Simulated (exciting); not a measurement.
A run of exciting (release sodium):

Contents of run_exciting.py:

```python
import subprocess
import xml.etree.ElementTree as ET
from ase.io import read
from ase.units import Bohr

atoms = read("TiAl.cif")
rmt = {'Ti': 2.0, 'Al': 2.0}  # bohr
tasks = """
<groundstate do="fromscratch" ngridk="8 8 8" rgkmax="8" gmaxvr="14" lmaxapw="10" lmaxmat="10" lmaxvr="8" xctype="GGA_PBE_SOL" stype="Fermi Dirac" swidth="0.00183747" nempty="14" ValenceRelativity="iora*" epsengy="1e-05" epspot="1e-05" maxscl="60" outputlevel="normal"/>
<properties>
  <bandstructure>
    <plot1d>
      <path steps="80">
        <point coord="0 0 0" label="G"/>
        <point coord="0 0.5 0" label="X"/>
        <point coord="0.5 0.5 0" label="M"/>
        <point coord="0 0 0" label="G"/>
        <point coord="0.5 0.5 0.5" label="R"/>
        <point coord="0 0.5 0" label="X" breakafter="true"/>
        <point coord="0.5 0.5 0" label="M"/>
        <point coord="0.5 0.5 0.5" label="R"/>
      </path>
    </plot1d>
  </bandstructure>
</properties>
"""

root = ET.Element("input")
ET.SubElement(root, "title").text = "TiAl"
structure = ET.SubElement(root, "structure", speciespath="./", tshift="false")
crystal = ET.SubElement(structure, "crystal", scale="1.0")
for vector in atoms.cell / Bohr:
    ET.SubElement(crystal, "basevect").text = " ".join(f"{x:.12f}" for x in vector)
symbols = atoms.get_chemical_symbols()
for element in dict.fromkeys(symbols):
    species = ET.SubElement(structure, "species", speciesfile=element + ".xml", rmt=str(rmt[element]))
    for symbol, position in zip(symbols, atoms.get_scaled_positions(wrap=False)):
        if symbol == element:
            ET.SubElement(species, "atom", coord=" ".join(f"{x:.12f}" for x in position))
root.extend(ET.fromstring("<tasks>" + tasks + "</tasks>"))
ET.indent(root)
ET.ElementTree(root).write("input.xml")
subprocess.run(["exciting_smp"], check=True)
```

TiAl.cif

```cif
data_TiAl
_cell_length_a 3.17906400
_cell_length_b 3.17906400
_cell_length_c 3.17906400
_cell_angle_alpha 90.00000000
_cell_angle_beta 90.00000000
_cell_angle_gamma 90.00000000
_space_group_name_H-M_alt 'P1'
_space_group_name_Hall 'P 1'
_space_group_IT_number 1
loop_
_space_group_symop_operation_xyz
'x,y,z'
loop_
_atom_site_label
_atom_site_type_symbol
_atom_site_symmetry_multiplicity
_atom_site_Wyckoff_symbol
_atom_site_fract_x
_atom_site_fract_y
_atom_site_fract_z
_atom_site_occupancy
Ti1 Ti 1 a 0.0000000000 0.0000000000 0.0000000000 1
Al1 Al 1 a 0.5000000000 0.5000000000 0.5000000000 1
```

Potentials or basis: all-electron LAPW+lo, shipped species files, valence relativity iora*.

The run is started by

```console
$ OMP_NUM_THREADS=1 python run_exciting.py
```

Hardware: 1 thread of Intel(R) Xeon(R) Platinum 8375C CPU @ 2.90GHz (Ice Lake), on a shared host.

Task: Estimate the wall time of this run.

Result: It took 42 s on 1 thread of Intel(R) Xeon(R) Platinum 8375C CPU @ 2.90GHz (Ice Lake), on a shared host, peak memory 0.13 GiB. Counts: scf iterations 13, plane waves 251.
